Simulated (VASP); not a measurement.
Wanted: the native input for a VASP 6.6.1 run.

```yaml
Task: band structure
Functional: HSE06
Potentials_or_basis: VASP PAW PBE potentials, release 64 (Hf_pv, S)
Cutoff: 520 eV
k_mesh: 6 × 6 × 3
Occupations: gaussian, width 0.03 eV
Spin: no spin polarisation
Grid_for_exact_exchange_PRECFOCK: Fast
Screening_parameter: 0.2 1/A
Further_INCAR_settings: ALGO = Normal; EDIFF = 1e-06
```

HfS2:

```
CELL_PARAMETERS angstrom
3.59936 0.00000 0.00000
-1.79968 3.11714 0.00000
0.00000 0.00000 5.76533
ATOMIC_POSITIONS crystal
Hf 0.00000 0.00000 0.00000
S 0.66667 0.33333 0.74789
S 0.33333 0.66667 0.25211
```

The cell is a database's computed one.

The input as run:

POSCAR

```
HfS2                                    
1.0
    3.5993616643      0.0000000000      0.0000000000
   -1.7996808321      3.1171386387     -0.0000000000
    0.0000000000     -0.0000000000      5.7653282268
  Hf              S             
     1     2
Direct
     0.0000000000000000    0.0000000000000000    1.0000000000000000
     0.6666666699999979    0.3333333300000021    0.7478869565154750
     0.3333333300000021    0.6666666699999979    0.2521130434845251
```

INCAR.step1

```
SYSTEM = HfS2
  PREC = Accurate
  ENCUT = 520
  EDIFF = 1E-5
  ISMEAR = 0
  SIGMA = 0.03
  LREAL = .FALSE.
  LASPH = .TRUE.
  NELM = 80
  ALGO = Normal
  ISIF = 2
  LWAVE = .TRUE.
  LCHARG = .FALSE.
  LMAXMIX = 4
  KPAR = 4
  GGA = PE
```

INCAR.step2

```
SYSTEM = HfS2
  PREC = Accurate
  ENCUT = 520
  EDIFF = 1E-6
  ISMEAR = 0
  SIGMA = 0.03
  LREAL = .FALSE.
  LASPH = .TRUE.
  NELM = 80
  ALGO = Normal
  ISIF = 2
  LWAVE = .FALSE.
  LCHARG = .FALSE.
  LMAXMIX = 4
  GGA = PE
  LHFCALC = .TRUE.
  HFSCREEN = 0.2
  PRECFOCK = Fast
  KPAR = 4
  ISTART = 1
```

KPOINTS

```
regular mesh
0
G
  6 6 3
  0 0 0
```

KPOINTS_OPT

```
explicit points
6
Reciprocal
 0.0000000000  0.0000000000  0.0000000000 1
 0.0000000000  0.0000000000  0.5000000000 1
 0.3333333333  0.3333333333  0.5000000000 1
 0.3333333333  0.3333333333  0.0000000000 1
 0.5000000000  0.0000000000  0.5000000000 1
 0.5000000000  0.0000000000  0.0000000000 1
```

Potentials or basis: VASP PAW PBE potentials, release 64 (Hf_pv, S).

Launch:

```console
$ cat potpaw_PBE.64/Hf_pv/POTCAR potpaw_PBE.64/S/POTCAR > POTCAR
$ cp INCAR.step1 INCAR
$ mpirun -np 4 vasp_std > vasp.out
$ cp INCAR.step2 INCAR
$ mpirun -np 4 vasp_std > vasp.out
```

It gave:

```json
{"Pressure": "1.1 GPa", "Largest force": "0.288 eV/Å", "Band gap on the k mesh": "1.71 eV, indirect (least direct gap 2.71 eV)", "Band gap along the path": "1.65 eV, indirect (least direct gap 2.74 eV)"}
```

Caveat: the PAW data sets were made with another functional, which shifts forces and pressure a little; spin-orbit coupling is left out, which moves the levels of the heavy elements; this functional lacks dispersion, which binds the layers, so the pressure and a relaxed spacing across them are unreliable.

It took 4.1 min on 4 MPI ranks on Intel(R) Xeon(R) 6975P-C (Granite Rapids) (shared host), peak memory 0.32 GiB a rank.
